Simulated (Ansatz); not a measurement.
Runs of Ansatz 0.2.0 on Mg. It takes space group P6_3/mmc (No. 194, hexagonal). Conventional cell: a = 3.209 Å, b = 3.209 Å, c = 5.210 Å, α = 90.00°, β = 90.00°, γ = 120.00°. Mg (site symmetry -6m2) is surrounded by 12 Mg at 3.20 to 3.21 Å. 

| task | level | potentials or basis | spin | cell | k mesh | cutoff (eV) | smearing | mesh quality | gap on the mesh (eV) | pressure (GPa) | moment (μB) |
| --- | --- | --- | --- | --- | --- | --- | --- | --- | --- | --- | --- |
| single point | B3LYP+D3(BJ) | SPMS NC | off | volume scaled by 1.15 | 6 × 6 × 3 | 762 | gaussian 0.025 eV | coarse | none | (b) | - |
| projected density of states | PBEsol+D3(BJ)-ATM | SSSP efficiency PAW | collinear, ferrimagnetic start | as given | 10 × 10 × 5 | 408 | fermi-dirac 0.15 eV | not flagged | none | -2.8 | 0.00 |
| single point | revPBE+D3(BJ) | JTH PAW LDA | off | as given | 10 × 10 × 5 | 870 | gaussian 0.01 eV | not flagged | none | (a) | - |
| single point | BLYP+D3(BJ) | Ansatz PAW earlier set | collinear, random start | as given | 10 × 10 × 5 | 760 | fermi-dirac 0.05 eV | not flagged | none | -3.9 | 0.00 |
| electron localisation function | B3LYP+D4 | JTH PAW LDA | off | as given | 6 × 6 × 4 | 870 | cold 0.15 eV | coarse | none | 11.5 | - |
| projected density of states | wPBEh | Ansatz PAW | off | as given | 7 × 7 × 4 | 420 | gaussian 0.1 eV | not flagged | none | -0.3 | - |

Question: Estimate the missing entries.

Answer: (a) -3.2; (b) -6.3.

Caveats: some runs use coarse meshes; pairwise dispersion overbinds metals, which lowers pressure and volume (some runs); the thresholds are loose for stress (some runs); the starting moments weren't kept (some runs); the PAW data sets come from PBE, with cores solved anew for the run's functional, which leaves a small shift of forces and pressure (some runs); the potentials were made for another functional, which shifts forces and pressure (some runs).

A gap of «none» marks a metal or a gap under the smearing width.

The runs don't all hold the same shells in valence.

Runs at the PBE level aren't shown here.
